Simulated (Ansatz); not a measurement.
The system is PbS.

```
CELL_PARAMETERS angstrom
4.08970 0.00000 0.00000
-2.04485 3.54178 0.00000
0.00000 0.00000 3.78817
ATOMIC_POSITIONS crystal
Pb 0.00000 0.00000 0.00000
S 0.66667 0.33333 0.50000
```

Measurements of this composition are mostly on another form, of space group No. 225.

Program: Ansatz 0.2.0. Alike in all runs: potentials or basis Ansatz PAW; cell as given; cutoff (eV) 420. Hardware: 2 threads of Intel(R) Xeon(R) Platinum 8488C (Sapphire Rapids), on a shared host.

Order these runs on this cell by their wall time, lowest first.
A. task band structure; level PBE; spin SOC, no magnetisation; k mesh 6 × 6 × 5; smearing fermi-dirac 0.05 eV; points for each segment of the path 14
B. task single point; level PBE; spin off; k mesh 8 × 8 × 7; smearing gaussian 0.011 eV
C. task band structure; level LDA; spin off; k mesh 8 × 8 × 7; smearing fermi-dirac 0.05 eV; points for each segment of the path 14

B (1.1 s), C (3.6 s), A (8.7 s).
